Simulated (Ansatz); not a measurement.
# Co (P6_3/mmc) in Ansatz: a series of runs

One crystal, Co, is run at these levels: PBE; tasks: single point.

All numbers are computed with Ansatz 0.2.0; they aren't measurements. Logs are shortened: lines on timing, memory, paths and dates and some standing lists are left out, and cuts for length are marked.

**1. The crystal as given**

It takes space group P6_3/mmc (No. 194, hexagonal). Conventional cell: a = 2.472 Å, b = 2.472 Å, c = 4.021 Å, α = 90.00°, β = 90.00°, γ = 120.00°. Co (site symmetry -6m2) has 12 Co at 2.47 Å as nearest neighbours.

**2. Single point, PBE, collinear spin, ferromagnetic start**

input.yaml

```yaml
crystal:
  lattice:
    - [2.4719999032, 0.0, 0.0]
    - [-1.2359999516, 2.1408147143, 0.0]
    - [0.0, 0.0, 4.02114408]
  atoms:
    - { symbol: Co, position: [0.6666666667, 0.3333333333, 0.75], spin: 2.0 }
    - { symbol: Co, position: [0.3333333333, 0.6666666667, 0.25], spin: 2.0 }
kpoints:
  mp_grid: { grid: [12, 12, 7] }
scf:
  occupations: { method: gaussian, width: 0.015 }
hamiltonian:
  xc: pbe
  pseudopotentials: { kind: all_electron, lapw: { basis_error: 0.001 } }
magnetization:
  spin_polarized: true
output:
  forces: true
  stress: true
  eigenvalues: true
```

Potentials or basis: all-electron LAPW, scalar-relativistic.

Command:

```
$ ansatz run input.yaml --threads 2 --pin off --max-ram 6144MiB --backend cpu --events-out ev --progress --plain --runs-dir out
```

What it wrote:

```text
Warning: RAYON_NUM_THREADS=2 ignored (pool sized by the plan → 2); use --threads N
LAPW: plane waves up to 9.095 Å⁻¹, error target 1.0e-3 eV per atom; small_component_spin mean_spin; Co in spheres of 1.233 Å, 17 of its electrons in bands, Dirac shells [] (how accurate: hamiltonian.pseudopotentials.lapw.basis_error, Limitations)
Engine: ansatz 0.2.0, aarch64-unknown-linux-gnu
Pseudopotentials: kind: all_electron
Pseudopotential: Co, LAPW, valence charge 17, lapw/all_electron/scalar/gaussian/Co, Koelling and Harmon's equation, gaussian nucleus
Functional definition: PBE
  parameter kappa = 0.804
  parameter beta = 0.06672455060314922
  exchange = pbe_x(kappa = kappa, mu = beta*pi^2/3)
  correlation = pbe_c(beta = beta)
Crystal: 2 atoms, lattice volume = 21.280 Å³
Basis set: ecut = 315.14779257486185 eV, 287 PW (Γ), exchange–correlation at level 2
Bands: 23, of which v1, the nominal top of the filled ones, is band 17 counted from 1 (16 counted from 0)
Symmetry: 24 space group operations
Space group: P63/mmc (ITA 194), of the structure as read, at distance tolerance 2.8e-5 Å
Magnetic group: BNS 194.263 (UNI 1493), of the structure as read, at distance tolerance 2.8e-5 Å
k-points: 76 of 1008
Non-local potential: Co, projectors of the file, none
Initial density: superposition of atomic densities (chi_scale 0.1, normalization cell)
Starting moments: Σ|m| = 4 μB on 2 of 2 sites
Initial wavefunctions: plane waves of lowest kinetic energy (no species holds an atomic orbital)
Functional: x = pbe(κ = 0.804, μ = 0.2195149727645171), c = pbe(β = 0.06672455060314922)
iter 1 solved again at ethr=2.86e-5 eV; its pass at ethr=1.00e-1 eV (dr2=9.71e-3 eV) is discarded
SCF iter   1: F=—  HF=-75835.012379 eV  |F-HF|=—  |Δ(HF+E_count)|=         —  Δρ=1.81e-2 (↑1.79e-2 ↓1.81e-2)  dr2=9.80e-3  dr2_m=5.96e-2  M=3.261 μB ∫|m|=3.389 μB  β_m=0.30  ethr=2.86e-5  ⟨swp⟩=3.4  Hψ=27159  notcnv=0
Mixer restart at iter 1: flushing history
preconditioner: auto → none  [insulator: Δε(μ)=0.016 eV  Ē_g=9.756 eV  σ=0.015 eV  W_gap=0.54  n_scr=8 (ndim 8)  ℏωp=34.2 eV  f_vac=0.000  D(μ)=2.04/eV (n_scr^D=22)  ε∞_Penn≈13.3]
SCF iter   2: F=—  HF=-75835.073690 eV  |F-HF|=—  |Δ(HF+E_count)|=   6.13e-2  Δρ=1.30e-2 (↑1.27e-2 ↓1.30e-2)  dr2=4.13e-3  dr2_m=3.09e-2  M=3.245 μB ∫|m|=3.412 μB  β_m=0.46  ethr=2.86e-5  ⟨swp⟩=2.8  Hψ=10647  notcnv=0
SCF iter   3: F=—  HF=-75835.132513 eV  |F-HF|=—  |Δ(HF+E_count)|=   5.88e-2  Δρ=5.40e-3 (↑5.08e-3 ↓5.40e-3)  dr2=7.59e-4  dr2_m=4.91e-3  M=3.217 μB ∫|m|=3.456 μB  β_m=0.44  ethr=1.22e-5  ⟨swp⟩=3.0  Hψ=12023  notcnv=0
iter 4 solved again at ethr=5.19e-8 eV; its pass at ethr=2.23e-6 eV (dr2=1.76e-5 eV) is discarded
SCF iter   4: F=—  HF=-75835.146991 eV  |F-HF|=—  |Δ(HF+E_count)|=   1.45e-2  Δρ=1.43e-3 (↑1.18e-3 ↓1.43e-3)  dr2=1.76e-5  dr2_m=3.24e-4  M=3.216 μB ∫|m|=3.495 μB  β_m=0.72  ethr=5.19e-8  ⟨swp⟩=2.0  Hψ=18211  notcnv=0
SCF iter   5: F=—  HF=-75835.149931 eV  |F-HF|=—  |Δ(HF+E_count)|=   2.94e-3  Δρ=1.10e-3 (↑1.10e-3 ↓1.06e-3)  dr2=8.17e-6  dr2_m=2.23e-4  M=3.218 μB ∫|m|=3.531 μB  β_m=0.62  ethr=5.19e-8  ⟨swp⟩=3.8  Hψ=11823  notcnv=0
SCF iter   6: F=—  HF=-75835.150013 eV  |F-HF|=—  |Δ(HF+E_count)|=   8.22e-5  Δρ=3.20e-4 (↑3.20e-4 ↓3.11e-4)  dr2=6.97e-7  dr2_m=1.91e-5  M=3.218 μB ∫|m|=3.533 μB  β_m=0.81  ethr=2.40e-8  ⟨swp⟩=3.0  Hψ=10280  notcnv=0
SCF iter   7: F=—  HF=-75835.150021 eV  |F-HF|=—  |Δ(HF+E_count)|=   7.79e-6  Δρ=5.01e-5 (↑5.01e-5 ↓4.86e-5)  dr2=1.05e-8  dr2_m=4.70e-7  M=3.218 μB ∫|m|=3.535 μB  β_m=0.91  ethr=2.05e-9  ⟨swp⟩=3.0  Hψ=10661  notcnv=0
SCF iter   8: F=—  HF=-75835.150021 eV  |F-HF|=—  |Δ(HF+E_count)|=   2.86e-7  Δρ=5.00e-6 (↑4.99e-6 ↓5.00e-6)  dr2=1.73e-10  dr2_m=4.80e-9  M=3.218 μB ∫|m|=3.535 μB  β_m=0.88  ethr=3.09e-11  ⟨swp⟩=3.1  Hψ=10969  notcnv=0
SCF iter   9: F=-75835.150021 eV  HF=-75835.150021 eV  |F-HF|=0.00e0  |Δ(HF+E_count)|=   2.94e-9  Δρ=2.72e-7 (↑2.72e-7 ↓2.29e-7)  dr2=2.56e-12  dr2_m=1.15e-11  M=3.218 μB ∫|m|=3.535 μB  ethr=1.33e-12 (applied; sched 1.00e-12)  ⟨swp⟩=3.0  Hψ=10724  notcnv=0
SCF 1 converged in 9 iterations: F = -75835.150021 eV  dr2 = 2.56e-12
SCF converged after 9 iterations
Magnetization: 3.2180 μB (18.6090 up, 15.3910 down)
Absolute magnetization: 3.5349 μB (∫|ρ↑−ρ↓|)
Spin contamination: 0.0536 ħ² per cell (⟨S²⟩ above its minimum at these occupations)
Per-site moments (μB) at R_I (Å): [(1.661455524050151, 1.23281462386915), (1.661455524050151, 1.23281462386915)]
Free energy (F): -75835.150021 eV
Harris-Foulkes:  -75835.150021 eV  (|F-HF|=0.00e0)
Internal energy: -75835.149836 eV  (E = F + TS)
E sigma→0 (E₀):  -75835.149928 eV
Entropy (-TS):   -0.000185 eV (-0.093 meV/atom)
Fermi energy:    19.530740 eV
--- Per-component energies (eV) ---
  E_band       = -460.027655
  E_kinetic    = 76965.112763
  E_xc         = -3250.075403
  E_electrostatic = -149550.187195  (all electrons and nuclei)
  E_smearing   = -0.000185  (= −TS)
  E_closure    = 0.000000  (closes the sum)
  E_atoms      = -75818.578525  (free atoms, spherical and without spin; not in F)
  Σ components = -75835.150021   (vs F -75835.150021, Δ=0.00e0)
  Basis errors (estimates in eV, not in F): energy 2.2e-4 per atom: plane waves 2.1e-4 (1.1e-4 summed), levels above the bands 0.0e0, relativity 2.6e-8, radial functions 6.2e-6, core shells 1.0e-9; eigenvalues (radial functions only) 9.9e-7; not estimated: angular momenta, meshes, grids; target (lapw.basis_error) 1.0e-3; muffin-tin radii Co 1.233 Å
--- Forces (eV/Å), atoms counted from 1 ---
  atom   1  Co     0.00000000    -0.00000000     0.00000000
  atom   2  Co    -0.00000000     0.00000000     0.00000000
  max |Σ_I F_I| component: 4.63e-18 eV/Å
--- Stress (GPa, compression-positive) ---
        5.781750       0.000000       0.000000
        0.000000       5.781750       0.000000
        0.000000       0.000000       2.325906
  P = ⅓ Tr σ = 4.6298 GPa (46.298 kbar)
--- Band table (eV; the first three rows and the last of 152) ---
  k-point 0 ↑: bands = ["-76.5396", "-76.4793", "-39.9457", "-39.6472", "-39.6472", "-39.5987", "-39.5979", "-39.5979", "10.4032", "14.2481", "16.8515", "16.9058", "16.9058", "17.2247", "17.2247", "17.6156", "17.6156", "18.7373", "18.7373", "19.2847", "25.9234", "41.5236", "44.3729"]
  k-point 1 ↑: bands = ["-76.5366", "-76.4823", "-39.9288", "-39.6448", "-39.6448", "-39.6161", "-39.6003", "-39.6003", "10.6103", "14.1995", "16.7978", "16.8565", "16.8565", "17.1696", "17.1696", "17.7389", "17.7389", "18.5363", "18.7249", "18.7249", "27.0842", "41.4176", "43.2085"]
  k-point 2 ↑: bands = ["-76.5283", "-76.4907", "-39.8812", "-39.6648", "-39.6379", "-39.6379", "-39.6072", "-39.6072", "11.2118", "13.9261", "16.6630", "16.7966", "16.7966", "17.0378", "17.0378", "17.3036", "18.0052", "18.0052", "18.6646", "18.6646", "29.6645", "39.6362", "41.8482"]
  k-point 75 ↓: bands = ["-74.4001", "-74.4001", "-37.8754", "-37.8754", "-37.8125", "-37.7876", "-37.6523", "-37.6523", "16.7976", "16.8750", "16.9046", "16.9046", "17.7545", "17.7545", "19.2389", "19.5057", "20.6605", "20.6605", "25.9592", "25.9592", "27.0721", "28.3261", "30.0205"]
```

It took 18 s on 2 threads of Arm Neoverse V2, shared host; peak memory 0.51 GiB.

What came out:

- Free energy: -75835.1500 eV
- Pressure: 4.6 GPa
- Band gap on the k mesh: none (metal or under the smearing width)
- Net moment: 3.22 μB per cell
- Absolute moment: 3.53 μB per cell
- Site moments: Co +1.66 μB

Levels at points of the mesh, in eV from the Fermi level:
Spin up:
```tsv
k point	band 17	band 18	band 19	band 20	band 21	band 22
(0.00, 0.00, 0.00)	-1.92	-0.79	-0.79	-0.25	6.39	21.99
(0.00, -0.50, 0.00)	-0.57	-0.49	1.34	3.39	9.72	10.38
```
Spin down:
| k point | band 12 | band 13 | band 14 | band 15 | band 16 | band 17 | band 18 | band 19 |
| --- | --- | --- | --- | --- | --- | --- | --- | --- |
| (0.00, 0.00, 0.00) | -0.97 | -0.97 | -0.60 | -0.60 | -0.31 | -0.14 | -0.14 | 1.10 |
| (0.00, -0.50, 0.00) | -1.92 | -1.12 | -1.09 | -0.65 | 1.27 | 1.37 | 1.43 | 2.62 |

**3. Single point, PBE, collinear spin, ferromagnetic start**

Edit input.yaml of step 2 so:

```diff
@@ -11,3 +11,3 @@
 scf:
-  occupations: { method: gaussian, width: 0.015 }
+  occupations: { method: gaussian, width: 0.025 }
 hamiltonian:
```

Potentials or basis: all-electron LAPW, scalar-relativistic.

Command:

```
$ ansatz run input.yaml --threads 2 --pin off --max-ram 6144MiB --backend cpu --events-out ev --progress --plain --runs-dir out
```

Wall time 17 s (2 threads of Arm Neoverse V2, shared host); peak memory 0.51 GiB.

The run converged. Its results:

```yaml
Free_energy: -75835.1502 eV
Pressure: 4.6 GPa
Band_gap_on_the_k_mesh: none (metal or under the smearing width)
Net_moment: 3.22 μB per cell
Absolute_moment: 3.53 μB per cell
Site_moments: Co +1.66 μB
```

Stress tensor (GPa, compression positive):
```
5.72 0.00 0.00
0.00 5.72 0.00
0.00 0.00 2.38
```

Levels at points of the mesh, in eV from the Fermi level:
Spin up:
```csv
k point,band 15,band 16,band 17,band 18,band 19,band 20,band 21,band 22,band 23
"(0.00, 0.00, 0.00)",-2.30,-1.91,-1.91,-0.79,-0.79,-0.24,6.39,21.99,24.84
"(0.00, -0.50, 0.00)",-2.22,-0.64,-0.57,-0.49,1.34,3.39,9.73,10.38,12.80
```
Spin down:
```tsv
k point	band 13	band 14	band 15	band 16	band 17	band 18
(0.00, 0.00, 0.00)	-0.97	-0.60	-0.60	-0.31	-0.14	-0.14
(0.00, -0.50, 0.00)	-1.12	-1.09	-0.65	1.27	1.37	1.43
```
